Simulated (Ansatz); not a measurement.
Set up this calculation in Ansatz 0.2.0, as the native input.

```
Task                : single point
Functional          : BPBE
Potentials or basis : Ansatz PAW polarizable
Cutoff              : 420 eV (not typed: the program's choice for these potentials)
k mesh              : 5 × 5 × 5
Occupations         : gaussian, width 0.1 eV
Spin                : no spin polarisation
```

HgSe:

```xyz
8
Lattice="6.0780 0.0000 0.0000 0.0000 6.0780 0.0000 0.0000 0.0000 6.0780" Properties=species:S:1:pos:R:3 pbc="T T T"
Hg    0.0000    0.0000    0.0000
Hg    0.0000    3.0390    3.0390
Hg    3.0390    0.0000    3.0390
Hg    3.0390    3.0390    0.0000
Se    1.5195    1.5195    1.5195
Se    1.5195    4.5585    4.5585
Se    4.5585    4.5585    1.5195
Se    4.5585    1.5195    4.5585
```

One way to write it, as run:

input.yaml

```yaml
crystal:
  lattice:
    - [6.078, 0.0, 0.0]
    - [0.0, 6.078, 0.0]
    - [0.0, 0.0, 6.078]
  atoms:
    - { symbol: Hg, position: [0.0, 0.0, 0.0] }
    - { symbol: Hg, position: [0.0, 0.5, 0.5] }
    - { symbol: Hg, position: [0.5, 0.0, 0.5] }
    - { symbol: Hg, position: [0.5, 0.5, 0.0] }
    - { symbol: Se, position: [0.25, 0.25, 0.25] }
    - { symbol: Se, position: [0.25, 0.75, 0.75] }
    - { symbol: Se, position: [0.75, 0.75, 0.25] }
    - { symbol: Se, position: [0.75, 0.25, 0.75] }
hamiltonian:
  xc: { exchange: b88, correlation: pbe }
  pseudopotentials: { kind: paw, partial_waves: polarizable }
kpoints:
  mp_grid: { grid: [5, 5, 5] }
scf:
  occupations: { method: gaussian, width: 0.1 }
output:
  forces: true
  stress: true
  eigenvalues: true
  write_density: true
  write_potential: true
  elf: true
  volumetric_format: npy
```

Potentials or basis: Ansatz PAW polarizable.

Command:

```bash
$ ansatz run input.yaml --threads 2 --pin off --max-ram 5120MiB --backend cpu --events-out ev --progress --plain --runs-dir out
```

It gave:

```
Pressure               : 4.6 GPa
Band gap on the k mesh : none (metal or under the smearing width)
```

Caveat: the PAW data sets come from PBE, with cores solved anew for the run's functional, which leaves a small shift of forces and pressure.

It took 14 s on 2 threads of Arm Neoverse V1 (shared host), peak memory 0.65 GiB.
